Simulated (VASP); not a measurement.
Crystal: Pt.

```
CELL_PARAMETERS angstrom
3.74402 0.00000 0.00000
-1.87201 3.24241 0.00000
0.00000 0.00000 3.25422
ATOMIC_POSITIONS crystal
Pt 0.33333 0.66667 0.46235
Pt 0.66667 0.33333 0.53765
```

The cell was built by a generator and needn't be a form met in nature.

The cell isn't the ideal one: random cell with space group P-3m1 (No. 164).

- Program: VASP 6.6.1
- Task: relaxation of cell and atoms
- Functional: PBE
- Potentials or basis: VASP PAW PBE potentials, release 64 (Pt)
- Cutoff: 600 eV
- k mesh: 6 × 6 × 6
- Occupations: gaussian, width 0.1 eV
- Spin: no spin polarisation

At the start: pressure 68.7 GPa; volume 19.75 Å³/atom.

Where does the relaxation end?

Over 25 steps the energy falls by 2069.4 meV/atom and the volume is 21.82 Å³/atom (+10.5 %); space group P6/mmm (No. 191, to 0.05 Å).

Step by step:
| step | energy change (eV) | largest force (eV/Å) | pressure (GPa) | volume (Å³) |
| --- | --- | --- | --- | --- |
| 1 | 0.0000 | 2.1559 | 68.74 | 39.51 |
| 2 | 1.2900 | 0.2903 | -10.90 | 102.42 |
| 3 | 0.3436 | 0.3704 | -13.63 | 88.55 |
| 4 | -0.7660 | 0.4036 | -16.64 | 76.53 |
| 5 | -2.8315 | 0.1123 | -14.00 | 56.53 |
| 6 | -2.7972 | 0.5841 | 6.01 | 47.64 |
| 7 | -3.0069 | 0.0902 | -8.84 | 52.81 |
| 8 | -3.0176 | 0.1750 | -6.51 | 51.67 |
| 9 | -3.8805 | 0.2045 | -6.42 | 46.26 |
| 10 | 34.3133 | 0.2262 | 435.72 | 27.84 |
| 11 | -3.9430 | 0.2891 | -5.69 | 45.86 |
| 12 | -3.8873 | 0.4551 | 10.48 | 41.54 |
| 13 | -4.0783 | 0.3460 | -2.29 | 44.27 |
| 14 | -4.0918 | 0.3691 | 0.05 | 43.55 |
| 15 | -4.0919 | 0.3636 | -0.56 | 43.72 |
| 16 | -4.1033 | 0.3304 | 0.66 | 43.38 |
| 17 | -4.1140 | 0.2125 | 3.89 | 42.51 |
| 18 | -4.1167 | 0.1980 | 3.75 | 42.55 |
| 19 | -4.1236 | 0.1504 | 3.38 | 42.67 |
| 20 | -4.1327 | 0.0412 | 2.50 | 42.90 |
| 21 | -4.1303 | 0.1813 | 0.83 | 43.38 |
| 22 | -4.1351 | 0.0578 | 1.79 | 43.11 |
| 23 | -4.1371 | 0.0403 | 1.18 | 43.29 |
| 24 | -4.1385 | 0.0076 | -0.44 | 43.77 |
| 25 | -4.1388 | 0.0052 | -0.02 | 43.64 |

Final structure:
```
Pt
1.0
     4.37409    0.00000    0.00000
    -2.18704    3.78807    0.00000
     0.00000    0.00000    2.63393
Pt
2
Direct
  0.33333 0.66667 0.50042
  0.66667 0.33333 0.49958
```
